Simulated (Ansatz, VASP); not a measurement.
## One calculation of SrCl2, two programs

```
Sr Cl
1.0
     0.00000    3.48835    3.48835
     3.48835    0.00000    3.48835
     3.48835    3.48835    0.00000
Sr Cl
1 2
Direct
  0.00000 0.00000 0.00000
  0.75000 0.75000 0.75000
  0.25000 0.25000 0.25000
```

Alike in both runs: functional PBE; k mesh 7 × 7 × 7; occupations fermi-dirac, width 0.05 eV; no spin polarisation.

|  | VASP | Ansatz |
| --- | --- | --- |
| version | VASP 6.6.1 | Ansatz 0.2.0 |
| potentials or method | VASP PAW PBE potentials, release 64 (Sr_sv, Cl) | Ansatz PAW |
| plane-wave cutoff (eV) | 520 | 420 |
| valence electrons in the cell | 24 | 24 |
| task | single point | band structure |

|  | VASP | Ansatz | Ansatz less VASP |
| --- | --- | --- | --- |
| gap on the k mesh at the Fermi level (eV) | 5.37 | 5.38 | +0.005 |
| least direct gap on the mesh (eV) | 5.68 | 5.68 | +0.002 |
| pressure (GPa) | 1.1 | 1.0 | -0.09 |

With one functional, cell and mesh, what is left measures potentials, basis and numerics.

Caveats: an odd mesh through Γ misses points on the zone boundary, where band edges often lie (VASP). PBE gaps usually lie below the measured ones, often by a third to a half.
